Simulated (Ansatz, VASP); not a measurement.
## Two plane-wave programs on SnO2

The input INCAR:

```
SYSTEM = SnO2
ALGO = Normal
EDIFF = 1E-6
ENCUT = 520
ISIF = 2
ISMEAR = 0
LASPH = .TRUE.
LCHARG = .FALSE.
LREAL = .FALSE.
LWAVE = .FALSE.
NBANDS = 35
NELM = 60
PREC = Accurate
SIGMA = 0.05
```

File KPOINTS:

```
k-points
0
G
  6 6 8
  0 0 0
```

The input POSCAR:

```
SnO2
1.0
    4.7920905482      0.0000000000      0.0000000000
    0.0000000000      4.7951101770      0.0000000000
    0.0000000000      0.0000000000      3.1900193999
Sn O
2 4
Direct
    0.5000000000      0.5000000000      0.5000000000
    0.0000000000      0.0000000000      0.0000000000
    0.3055669685      0.3065721192      0.0000000000
    0.8055669685      0.1934278808      0.5000000000
    0.1944330315      0.8065721192      0.5000000000
    0.6944330315      0.6934278808      0.0000000000
```

Input for Ansatz:

```yaml
crystal:
  lattice:
    - [4.7920905482, 0.0, 0.0]
    - [0.0, 4.795110177, 0.0]
    - [0.0, 0.0, 3.1900193999]
  atoms:
    - { symbol: Sn, position: [0.5, 0.5, 0.5] }
    - { symbol: Sn, position: [0.0, 0.0, 0.0] }
    - { symbol: O, position: [0.3055669685, 0.3065721192, 0.0] }
    - { symbol: O, position: [0.8055669685, 0.1934278808, 0.5] }
    - { symbol: O, position: [0.1944330315, 0.8065721192, 0.5] }
    - { symbol: O, position: [0.6944330315, 0.6934278808, 0.0] }
basis:
  ecutwfc: 420
kpoints:
  mp_grid: { grid: [6, 6, 8] }
hamiltonian:
  xc: lda
scf:
  occupations: { method: gaussian, width: 0.05 }
output:
  forces: true
  stress: true
  eigenvalues: true
  write_density: true
  write_potential: true
  elf: true
  volumetric_format: npy
```

Change from the starting cell: strain +0.015 along x and y, +0.000 along z, atoms carried along.

Alike in both runs: task single point; functional LDA; k mesh 6 × 6 × 8; occupations gaussian, width 0.05 eV; no spin polarisation.

```csv
,VASP,Ansatz
version,VASP 6.6.1,Ansatz 0.2.0
potentials or method,"VASP PAW LDA potentials, release 64 (Sn_d, O)","scalar-relativistic, plane waves, PAW"
plane-wave cutoff (eV),520,420
valence electrons in the cell,52,52
```

Ansatz gave:

- gap on the k mesh at the Fermi level (eV): 0.87
- least direct gap on the mesh (eV): 0.87
- pressure (GPa): -5.4
- largest component of the traceless stress (GPa): 1.05
- rms of the force components (eV/Å): 0.030

Which values does VASP return?

gap on the k mesh at the Fermi level (eV): 0.90; least direct gap on the mesh (eV): 0.90; pressure (GPa): -4.5; largest component of the traceless stress (GPa): 1.35; rms of the force components (eV/Å): 0.018.

Atom by atom the forces differ by 0.012 eV/Å (rms over components).

Caveats: spin-orbit coupling is left out, which moves the levels of the heavy elements.
